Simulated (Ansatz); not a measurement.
Start of a relaxation, (110) slab as cut from the bulk (TiPbO3, Pm-3m (No. 221), (1 1 0) face):

```xyz
22
Lattice="3.9193 0.0000 0.0000 0.0000 5.5428 0.0000 0.0000 0.0000 26.0855" Properties=species:S:1:pos:R:3 pbc="T T T"
O     1.9597    1.3857    7.5000
O     1.9597    4.1571    7.5000
Ti    1.9597    0.0000    8.8857
Pb    0.0000    2.7714    8.8857
O     0.0000    0.0000    8.8857
O     1.9597    4.1571   10.2714
O     1.9597    1.3857   10.2714
Ti    1.9597    2.7714   11.6571
Pb    0.0000    0.0000   11.6571
O     0.0000    2.7714   11.6571
O     1.9597    1.3857   13.0428
O     1.9597    4.1571   13.0428
Ti    1.9597    0.0000   14.4285
Pb    0.0000    2.7714   14.4285
O     0.0000    0.0000   14.4285
O     1.9597    4.1571   15.8142
O     1.9597    1.3857   15.8142
Ti    1.9597    2.7714   17.1998
Pb    0.0000    0.0000   17.1998
O     0.0000    2.7714   17.1998
O     1.9597    1.3857   18.5855
O     1.9597    4.1571   18.5855
```

These are results of DFT PBEsol, scalar-relativistic, plane waves, PAW in Ansatz, not measurements. Settings: cutoff 420 eV, Γ-centred mesh 7×5×1 on the computed 22-atom cell, Gaussian smearing of 0.05 eV; no spin polarisation. A dipole correction removes the field between periodic images along c.

All atoms are free. The cell is fixed. Force threshold 0.02 eV/Å.

Task: Where does it end?

Result: The energy falls by 2.555 eV in 11 steps, to:

```xyz
22
Lattice="3.9193 0.0000 0.0000 0.0000 5.5428 0.0000 0.0000 0.0000 26.0855" Properties=species:S:1:pos:R:3 pbc="T T T"
O     1.9597    1.4557    7.6369
O     1.9597    4.0870    7.6369
Ti    1.9597    0.0000    8.8286
Pb    0.0000    2.7714    7.9434
O     0.0000    0.0000    8.9676
O     1.9597    4.2109   10.3861
O     1.9597    1.3319   10.3861
Ti    1.9597    2.7714   11.6132
Pb    0.0000    0.0000   11.5243
O     0.0000    2.7714   11.7107
O     1.9597    1.3857   13.0428
O     1.9597    4.1571   13.0428
Ti    1.9597    0.0000   14.4724
Pb    0.0000    2.7714   14.5613
O     0.0000    0.0000   14.3749
O     1.9597    4.1033   15.6994
O     1.9597    1.4395   15.6994
Ti    1.9597    2.7714   17.2570
Pb    0.0000    0.0000   18.1421
O     0.0000    2.7714   17.1180
O     1.9597    1.3156   18.4486
O     1.9597    4.2271   18.4486
```

Spin–orbit coupling is left out, which can shift energies with elements as heavy as these. Spin polarisation was left out, and a magnetic state may lie lower.

Cost: 1 run of about 24 core-minutes, on Arm Neoverse V2 (shared hosts).